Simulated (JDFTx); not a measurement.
# W (Im-3m) in JDFTx: convergence with k mesh

Aim: find how far k mesh must go before the results for W settle, at PBE. This setting moves, with any that are tied to it; all else stays.

Program: JDFTx 1.7.0 (patched build). These are calculated values, not measurements. Logs are shortened: lines on timing, memory, paths and dates and some standing lists are left out, and cuts for length are marked. The log counts tension as positive stress, the text compression.

### 1 Starting point

Symmetry: Im-3m, No. 229, cubic system. Conventional cell: a = 3.165 Å, b = 3.165 Å, c = 3.165 Å, α = 90.00°, β = 90.00°, γ = 90.00°. Around W (site symmetry m-3m) lie 8 W at 2.74 Å.

### 2 With k mesh 2 × 2 × 2

Input file W.in:

```
lattice \
   -2.9901986847     2.9901986847     2.9901986847 \
    2.9901986847    -2.9901986847     2.9901986847 \
    2.9901986847     2.9901986847    -2.9901986847
coords-type Lattice
ion W      0.0000000000     0.0000000000     0.0000000000 1

ion-species pseudo/W.upf
elec-cutoff 37
elec-ex-corr gga-PBE
kpoint-folding 2 2 2
elec-smearing MP1 0.0018374661
elec-n-bands 13
electronic-SCF nIterations 100 energyDiffThreshold 1e-09
electronic-minimize nIterations 30 energyDiffThreshold 1e-7
converge-empty-states yes
forces-output-coords Cartesian

dump-name run.$VAR
dump End Ecomponents EigStats BandEigs Kpoints Forces Stress
```

Potentials or basis: PseudoDojo-SR-PBE-0.5-stringent.

Run with:

```console
$ jdftx -c 1 -i W.in -o W.out
```

Wall time 1.3 s (1 thread of AMD EPYC 9R45 (Zen 5), shared host); peak memory 0.04 GiB.

What came out:

```yaml
Free_energy: -1877.5569 eV
Pressure: 18.5 GPa
Band_gap_on_the_k_mesh: none (metal or under the smearing width)
```

### 3 With k mesh 4 × 4 × 4

W.in: that of step 2 with these lines changed.

```diff
@@ -10,3 +10,3 @@
 elec-ex-corr gga-PBE
-kpoint-folding 2 2 2
+kpoint-folding 4 4 4
 elec-smearing MP1 0.0018374661
```

Potentials or basis: PseudoDojo-SR-PBE-0.5-stringent.

Run with:

```console
$ jdftx -c 1 -i W.in -o W.out
```

It took 2.3 s on 1 thread of AMD EPYC 9R45 (Zen 5), shared host; peak memory 0.05 GiB.

Results:

- Free energy: -1878.0974 eV
- Pressure: 4.7 GPa
- Band gap on the k mesh: none (metal or under the smearing width)

### 4 With k mesh 5 × 5 × 5

W.in: that of step 3 with these lines changed.

```diff
@@ -10,3 +10,3 @@
 elec-ex-corr gga-PBE
-kpoint-folding 4 4 4
+kpoint-folding 5 5 5
 elec-smearing MP1 0.0018374661
```

Run with:

```console
$ jdftx -c 1 -i W.in -o W.out
```

Run time: 2.8 s. Hardware: 1 thread of AMD EPYC 9R45 (Zen 5), shared host; peak memory 0.05 GiB.

Results:

```
Free energy            : -1878.3007 eV
Pressure               : 5.5 GPa
Band gap on the k mesh : none (metal or under the smearing width)
```

### 5 With k mesh 6 × 6 × 6

W.in: that of step 4 with these lines changed.

```diff
@@ -10,3 +10,3 @@
 elec-ex-corr gga-PBE
-kpoint-folding 5 5 5
+kpoint-folding 6 6 6
 elec-smearing MP1 0.0018374661
```

Run with:

```console
$ jdftx -c 1 -i W.in -o W.out
```

It took 4.2 s on 1 thread of AMD EPYC 9R45 (Zen 5), shared host; peak memory 0.05 GiB.

What came out:

```
Free energy            : -1878.3013 eV
Pressure               : 3.8 GPa
Band gap on the k mesh : none (metal or under the smearing width)
```

### 6 With k mesh 8 × 8 × 8

W.in: that of step 5 with these lines changed.

```diff
@@ -10,3 +10,3 @@
 elec-ex-corr gga-PBE
-kpoint-folding 6 6 6
+kpoint-folding 8 8 8
 elec-smearing MP1 0.0018374661
```

Potentials or basis: PseudoDojo-SR-PBE-0.5-stringent.

Run with:

```console
$ jdftx -c 1 -i W.in -o W.out
```

It took 7.2 s on 1 thread of AMD EPYC 9R45 (Zen 5), shared host; peak memory 0.06 GiB.

Results (log left out):

| Item | Value |
| --- | --- |
| Free energy | -1878.2532 eV |
| Pressure | 6.1 GPa |
| Band gap on the k mesh | none (metal or under the smearing width) |

### 7 With k mesh 10 × 10 × 10

W.in: that of step 6 with these lines changed.

```diff
@@ -10,3 +10,3 @@
 elec-ex-corr gga-PBE
-kpoint-folding 8 8 8
+kpoint-folding 10 10 10
 elec-smearing MP1 0.0018374661
```

Run with:

```console
$ jdftx -c 1 -i W.in -o W.out
```

Wall time 11 s (1 thread of AMD EPYC 9R45 (Zen 5), shared host); peak memory 0.07 GiB.

It converged, with:

```yaml
Free_energy: -1878.2456 eV
Pressure: 5.9 GPa
Band_gap_on_the_k_mesh: none (metal or under the smearing width)
```

### 8 With k mesh 12 × 12 × 12

W.in: that of step 7 with these lines changed.

```diff
@@ -10,3 +10,3 @@
 elec-ex-corr gga-PBE
-kpoint-folding 10 10 10
+kpoint-folding 12 12 12
 elec-smearing MP1 0.0018374661
```

Run with:

```console
$ jdftx -c 1 -i W.in -o W.out
```

It took 16 s on 1 thread of AMD EPYC 9R45 (Zen 5), shared host; peak memory 0.1 GiB.

It converged, with:

| Item | Value |
| --- | --- |
| Free energy | -1878.2520 eV |
| Pressure | 6.0 GPa |
| Band gap on the k mesh | none (metal or under the smearing width) |

### 9 With k mesh 14 × 14 × 14

W.in: that of step 8 with these lines changed.

```diff
@@ -10,3 +10,3 @@
 elec-ex-corr gga-PBE
-kpoint-folding 12 12 12
+kpoint-folding 14 14 14
 elec-smearing MP1 0.0018374661
```

Potentials or basis: PseudoDojo-SR-PBE-0.5-stringent.

Run with:

```console
$ jdftx -c 1 -i W.in -o W.out
```

Standard output:

```text
*************** JDFTx 1.7.0 (patched build) ***************

Input parsed successfully to the following command list (including defaults):
[... the input with its defaults ...]

---------- Setting up symmetries ----------

Found 48 point-group symmetries of the bravais lattice
Found 48 space-group symmetries with basis
Applied RMS atom displacement 0 bohrs to make symmetries exact.

---------- Initializing the Grid ----------
R =
[      -2.9902       2.9902       2.9902  ]
[       2.9902      -2.9902       2.9902  ]
[       2.9902       2.9902      -2.9902  ]
unit cell volume = 106.945
G =
[ -2.73906e-17    1.05063    1.05063  ]
[    1.05063 -2.73906e-17    1.05063  ]
[    1.05063    1.05063 -2.73906e-17  ]
Minimum fftbox size, Smin = [  32  32  32  ]
Chosen fftbox size, S = [  32  32  32  ]

---------- Exchange Correlation functional ----------
Initalized PBE GGA exchange.
Initalized PBE GGA correlation.

---------- Setting up pseudopotentials ----------
Width of ionic core gaussian charges (only for fluid interactions / plotting) set to 0

Reading pseudopotential file 'pseudo/W.upf':
  'W' pseudopotential, 'PBE' functional
  Generated using ONCVPSP code by D. R. Hamann
  14 valence electrons, 4 orbitals, 8 projectors, 1001 radial grid points, with lMax = 3
    5S    l: 0   occupation:  2.0   eigenvalue: -2.905892
    5P    l: 1   occupation:  6.0   eigenvalue: -1.587650
    5D    l: 2   occupation:  4.0   eigenvalue: -0.164649
    6S    l: 0   occupation:  2.0   eigenvalue: -0.209951
  Core radius for overlap checks: 2.00 bohrs.

Initialized 1 species with 1 total atoms.

Folded 1 k-points by 14x14x14 to 2744 k-points.

---------- Setting up k-points, bands, fillings ----------
Reduced to 104 k-points under symmetry.
[... 25 lines left out ...]
LCAOMinimize: Converged (|Delta F|<1.000000e-06 for 2 iters).

-------- Electronic minimization -----------
Will mix electronic density at each iteration.
	FillingsUpdate:  mu: +0.845128618  nElectrons: 14.000000
	FillingsUpdate:  mu: +0.835840014  nElectrons: 14.000000
SCF: Cycle:  0   F: -69.023738704095848   dF: -1.991e-02   |Residual|: 1.964e-02   |deigs|: 1.295e-01
	FillingsUpdate:  mu: +0.833724019  nElectrons: 14.000000
SCF: Cycle:  1   F: -69.024134964868864   dF: -3.963e-04   |Residual|: 9.168e-03   |deigs|: 8.471e-03
	FillingsUpdate:  mu: +0.832462066  nElectrons: 14.000000
SCF: Cycle:  2   F: -69.024180286467598   dF: -4.532e-05   |Residual|: 1.784e-03   |deigs|: 3.372e-03
	FillingsUpdate:  mu: +0.832646932  nElectrons: 14.000000
SCF: Cycle:  3   F: -69.024182129211113   dF: -1.843e-06   |Residual|: 4.480e-04   |deigs|: 6.998e-04
	FillingsUpdate:  mu: +0.832584695  nElectrons: 14.000000
SCF: Cycle:  4   F: -69.024182640717427   dF: -5.115e-07   |Residual|: 9.210e-05   |deigs|: 2.784e-04
	FillingsUpdate:  mu: +0.832579057  nElectrons: 14.000000
SCF: Cycle:  5   F: -69.024182751741009   dF: -1.110e-07   |Residual|: 4.789e-05   |deigs|: 1.473e-04
	FillingsUpdate:  mu: +0.832580984  nElectrons: 14.000000
SCF: Cycle:  6   F: -69.024182788885753   dF: -3.714e-08   |Residual|: 1.389e-05   |deigs|: 1.414e-04
	FillingsUpdate:  mu: +0.832580619  nElectrons: 14.000000
SCF: Cycle:  7   F: -69.024182796666594   dF: -7.781e-09   |Residual|: 1.791e-05   |deigs|: 7.215e-05
	FillingsUpdate:  mu: +0.832579835  nElectrons: 14.000000
SCF: Cycle:  8   F: -69.024182799576565   dF: -2.910e-09   |Residual|: 1.180e-05   |deigs|: 1.797e-04
	FillingsUpdate:  mu: +0.832579903  nElectrons: 14.000000
SCF: Cycle:  9   F: -69.024182800119945   dF: -5.434e-10   |Residual|: 8.361e-06   |deigs|: 5.903e-05
	FillingsUpdate:  mu: +0.832580002  nElectrons: 14.000000
SCF: Cycle: 10   F: -69.024182800335595   dF: -2.156e-10   |Residual|: 6.155e-06   |deigs|: 4.487e-05
SCF: Converged (|Delta E|<1.000000e-09 for 2 iters).

Setting wave functions to eigenvectors of Hamiltonian
Converging empty states (this may take a while): |deigs|: 8.590e-04

# Stress tensor in Cartesian coordinates [Eh/a0^3]:
[ -0.000214173            0            0  ]
[            0 -0.000214173            0  ]
[            0            0 -0.000214173  ]

# Ionic positions in lattice coordinates:
ion W   0.000000000000000   0.000000000000000   0.000000000000000 1

# Forces in Cartesian coordinates:
force W  -0.000000000000000  -0.000000000000000   0.000000000000000 1

# Energy components:
   Eewald =      -59.6356489414396407
       EH =        8.0038656169294757
     Eloc =      -40.5520792805164447
      Enl =       12.6032625445672615
      Exc =      -16.5808985592594844
 Exc_core =        6.8282708262199643
       KE =       20.3090551239430894
-------------------------------------
     Etot =      -69.0241726695557816
       TS =        0.0000101307798101
-------------------------------------
        F =      -69.0241828003355948

IonicMinimize: Iter:   0  F: -69.024182800335595  |grad|_K:  0.000e+00
IonicMinimize: Converged (|grad|_K<1.000000e-04).

#--- Lowdin population analysis ---
# oxidation-state W +0.154

Dumping 'run.eigStats' ...
	eMin: -1.898465 at state 0 ( [ +0.000000 +0.000000 +0.000000 ] spin 0 )
	HOMO: +0.832159 at state 95 ( [ +0.285714 +0.500000 -0.428571 ] spin 0 )
	mu  : +0.832580
	LUMO: +0.833341 at state 94 ( [ +0.285714 +0.500000 +0.500000 ] spin 0 )
	eMax: +1.585273 at state 96 ( [ +0.285714 -0.428571 -0.428571 ] spin 0 )
	HOMO-LUMO gap: +0.001182
	Optical gap  : +0.033954 at state 83 ( [ +0.214286 +0.357143 -0.285714 ] spin 0 )
Done!
```

It took 22 s on 1 thread of AMD EPYC 9R45 (Zen 5), shared host; peak memory 0.12 GiB.

Results:

* Free energy: -1878.2437 eV
* Pressure: 6.3 GPa
* Band gap on the k mesh: none (metal or under the smearing width)

### 10 The series at a glance

```tsv
k mesh	energy less the tightest run, at zero smearing (meV/atom)	pressure (GPa)	SCF cycles	CPU time (s)	peak memory (GiB)
2 × 2 × 2	686.76	18.53	11	1.3	0.04
4 × 4 × 4	146.28	4.65	11	2.3	0.05
5 × 5 × 5	-57.03	5.54	11	2.8	0.05
6 × 6 × 6	-57.65	3.77	11	4.2	0.05
8 × 8 × 8	-9.45	6.13	11	7.2	0.06
10 × 10 × 10	-1.89	5.92	11	11	0.07
12 × 12 × 12	-8.29	6.02	11	16	0.1
14 × 14 × 14	0.00	6.30	11	22	0.12
```

Not settled before the last step: the energy (to 1 meV/atom), the pressure (to 0.1 GPa). Meshes of other sizes hit other points, so gaps and Fermi surfaces needn't settle smoothly. The tightest run that finished is the yardstick and may itself not be fully converged.
